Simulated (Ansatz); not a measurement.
MgO built on the zincblende prototype, relaxed with r2SCAN: 9 runs in Ansatz 0.2.0, each a construction of maximally localised Wannier functions. Space group F-43m (No. 216), cubic; a = 4.564 Å in the conventional setting, 11.88 Å³ an atom. Mg has 4 O at 1.98 Å; O has 4 Mg at 1.98 Å. These are computed values for a spin-unpolarised cell that may be hypothetical; none is a measurement.

```xyz
2
Lattice="0.0000 2.2820 2.2820 2.2820 0.0000 2.2820 2.2820 2.2820 0.0000" Properties=species:S:1:pos:R:3 pbc="T T T"
Mg    0.0000    0.0000    0.0000
O     1.1410    1.1410    1.1410
```

Windows count from the top of the filled bands; a dash means that no such window was set (without an outer window there is no disentanglement). Rows marked drawn have settings drawn at random (some not listed).

```json
{"functional": "PBE", "SCF mesh": "8×8×8", "trial orbitals": "O s, O p", "functions": "4", "mesh": "8×8×8", "window (eV)": "–", "frozen (eV)": "–", "settings": "chosen", "Ω total (Å²)": "2.86", "Ω invariant (Å²)": "2.38", "largest spread (Å²)": "0.71", "least projectability": "0.92", "interpolation miss of the model's filled bands (eV, to the nearest computed level)": "0.006"}
{"functional": "PBE", "SCF mesh": "8×8×8", "trial orbitals": "O p", "functions": "3", "mesh": "6×6×6", "window (eV)": "–", "frozen (eV)": "–", "settings": "chosen", "Ω total (Å²)": "2.76", "Ω invariant (Å²)": "2.73", "largest spread (Å²)": "0.92", "least projectability": "0.91", "interpolation miss of the model's filled bands (eV, to the nearest computed level)": "0.024"}
{"functional": "r2SCAN", "SCF mesh": "8×8×8", "trial orbitals": "O s, O p", "functions": "4", "mesh": "6×6×6", "window (eV)": "–", "frozen (eV)": "–", "settings": "chosen", "Ω total (Å²)": "2.73", "Ω invariant (Å²)": "2.26", "largest spread (Å²)": "0.68", "least projectability": "0.93", "interpolation miss of the model's filled bands (eV, to the nearest computed level)": "0.017"}
{"functional": "r2SCAN", "SCF mesh": "8×8×8", "trial orbitals": "O p", "functions": "3", "mesh": "6×6×6", "window (eV)": "–", "frozen (eV)": "–", "settings": "chosen", "Ω total (Å²)": "2.68", "Ω invariant (Å²)": "2.66", "largest spread (Å²)": "0.89", "least projectability": "0.92", "interpolation miss of the model's filled bands (eV, to the nearest computed level)": "0.017"}
{"functional": "HSE06", "SCF mesh": "6×6×6", "trial orbitals": "O s, O p", "functions": "4", "mesh": "6×6×6", "window (eV)": "–", "frozen (eV)": "–", "settings": "chosen", "Ω total (Å²)": "2.70", "Ω invariant (Å²)": "2.23", "largest spread (Å²)": "0.67", "least projectability": "0.94", "interpolation miss of the model's filled bands (eV, to the nearest computed level)": "–"}
{"functional": "PBE", "SCF mesh": "8×8×8", "trial orbitals": "O p (plain search)", "functions": "3", "mesh": "6×6×6", "window (eV)": "–", "frozen (eV)": "–", "settings": "drawn", "Ω total (Å²)": "2.76", "Ω invariant (Å²)": "2.73", "largest spread (Å²)": "0.92", "least projectability": "0.91", "interpolation miss of the model's filled bands (eV, to the nearest computed level)": "0.024"}
```

Task: Estimate from these rows what the further settings give.

| functional | SCF mesh | trial orbitals | functions | mesh | window (eV) | frozen (eV) | settings |
| --- | --- | --- | --- | --- | --- | --- | --- |
| PBE | 8×8×8 | O s, O p | 4 | 6×6×6 | – | – | drawn |
| PBE | 8×8×8 | O s, O p | 4 | 4×4×4 | – | – | chosen |
| PBE | 8×8×8 | O p | 3 | 5×5×5 | – | – | drawn |

Result:

| functional | SCF mesh | trial orbitals | functions | mesh | window (eV) | frozen (eV) | settings | Ω total (Å²) | Ω invariant (Å²) | largest spread (Å²) | least projectability | interpolation miss of the model's filled bands (eV, to the nearest computed level) |
| --- | --- | --- | --- | --- | --- | --- | --- | --- | --- | --- | --- | --- |
| PBE | 8×8×8 | O s, O p | 4 | 6×6×6 | – | – | drawn | 2.81 | 2.33 | 0.70 | 0.92 | 0.024 |
| PBE | 8×8×8 | O s, O p | 4 | 4×4×4 | – | – | chosen | 2.67 | 2.21 | 0.67 | 0.93 | 0.099 |
| PBE | 8×8×8 | O p | 3 | 5×5×5 | – | – | drawn | 2.70 | 2.68 | 0.90 | 0.90 | 0.051 |

For O s, O p with PBE the spread goes 2.67 Å² (4×4×4), 2.86 Å² (8×8×8): finite differences on a coarse mesh understate it.
